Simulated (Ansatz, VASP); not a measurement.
## One calculation of MgB2, two programs

```
CELL_PARAMETERS angstrom
3.17308 0.00000 0.00000
-1.58654 2.74797 0.00000
0.00000 0.00000 3.83496
ATOMIC_POSITIONS crystal
Mg 0.00000 0.00000 0.00000
B 0.33333 0.66667 0.50000
B 0.66667 0.33333 0.50000
```

Alike in both runs: task single point; functional PBEsol; k mesh 15 × 15 × 12; occupations gaussian, width 0.1 eV; no spin polarisation.

```csv
,VASP,Ansatz
version,VASP 6.6.1,Ansatz 0.2.0
potentials or method,"VASP PAW PBE potentials, release 64 (Mg, B)","scalar-relativistic, plane waves, PAW"
plane-wave cutoff (eV),520,420
valence electrons in the cell,8,16
```

Ansatz gave:

- gap on the k mesh at the Fermi level (eV): none
- pressure (GPa): -16.9
- largest component of the traceless stress (GPa): 3.77

**Question.** Estimate VASP's values.

**Answer.** gap on the k mesh at the Fermi level (eV): none; pressure (GPa): -17.0; largest component of the traceless stress (GPa): 3.92.

A gap of «none» marks a metal or a gap that the smearing closes. With one functional, cell and mesh, what is left measures potentials, basis and numerics. The two sets of potentials don't hold the same shells in valence.

Caveats: so large a pressure means that the cell lies far from this level's equilibrium, or that cutoff or potentials fall short (VASP); the potentials were made for another functional, which shifts forces and pressure (VASP).
